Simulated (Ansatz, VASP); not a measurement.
Two plane-wave programs on SnSe2

```
CELL_PARAMETERS angstrom
3.80529 0.00000 0.00000
-1.90264 3.29548 0.00000
0.00000 0.00000 5.75166
ATOMIC_POSITIONS crystal
Sn 0.00000 0.00000 0.00000
Se 0.33333 0.66667 0.27674
Se 0.66667 0.33333 0.72326
```

Alike in both runs: functional PBE; dispersion D3(BJ); k mesh 12 × 12 × 6; occupations gaussian, width 0.02 eV; no spin polarisation.

Ansatz relaxed the structure, and its values are those at the end. VASP's run is a single point on that final structure, the one shown.

|  | VASP | Ansatz |
| --- | --- | --- |
| version | VASP 6.6.1 | Ansatz 0.2.0 |
| potentials or method | VASP PAW PBE potentials, release 64 (Sn_d, Se) | scalar-relativistic, plane waves, PAW |
| plane-wave cutoff (eV) | 520 | 420 |
| valence electrons in the cell | 26 | 46 |

Ansatz gave:

- gap on the k mesh at the Fermi level (eV): 0.08
- least direct gap on the mesh (eV): 0.72
- pressure (GPa): 2.4
- rms of the force components (eV/Å): 0.002

Task: What did VASP give for the same quantities?

Result: gap on the k mesh at the Fermi level (eV): 0.07; least direct gap on the mesh (eV): 0.71; pressure (GPa): 2.5; rms of the force components (eV/Å): 0.005.

The two sets of potentials don't hold the same shells in valence.

Caveats: spin-orbit coupling is left out, which moves the levels of the heavy elements.
